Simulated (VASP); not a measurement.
BAs:

```xyz
2
Lattice="0.0000 2.4044 2.4044 2.4044 0.0000 2.4044 2.4044 2.4044 0.0000" Properties=species:S:1:pos:R:3 pbc="T T T"
B     0.0000    0.0000    0.0000
As    1.2022    1.2022    1.2022
```

* Program: VASP 6.6.1
* Task: relaxation of cell and atoms
* Functional: PBEsol
* Potentials or basis: VASP PAW PBE potentials, release 64 (B, As)
* Cutoff: 600 eV
* k mesh: 10 × 10 × 10
* Occupations: gaussian, width 0.02 eV
* Spin: no spin polarisation

At the start: pressure -2.6 GPa; volume 13.90 Å³/atom.

Question: How do energy, volume and symmetry change on relaxing?

Answer: Over 3 steps the energy falls by 2.3 meV/atom and the volume is 13.63 Å³/atom (-1.9 %); space group F-43m (No. 216, to 0.05 Å).

The path:
```csv
step,energy change (eV),largest force (eV/Å),pressure (GPa),volume (Å³)
1,0.0000,0.0000,-2.64,27.80
2,-0.0022,0.0000,2.01,26.89
3,-0.0045,0.0000,0.00,27.26
```

Final structure:
```xyz
2
Lattice="0.0000 2.3888 2.3888 2.3888 0.0000 2.3888 2.3888 2.3888 0.0000" Properties=species:S:1:pos:R:3 pbc="T T T"
B     0.0000    0.0000    0.0000
As    1.1944    1.1944    1.1944
```

Caveat: the PAW data sets were made with another functional, which shifts forces and pressure a little.
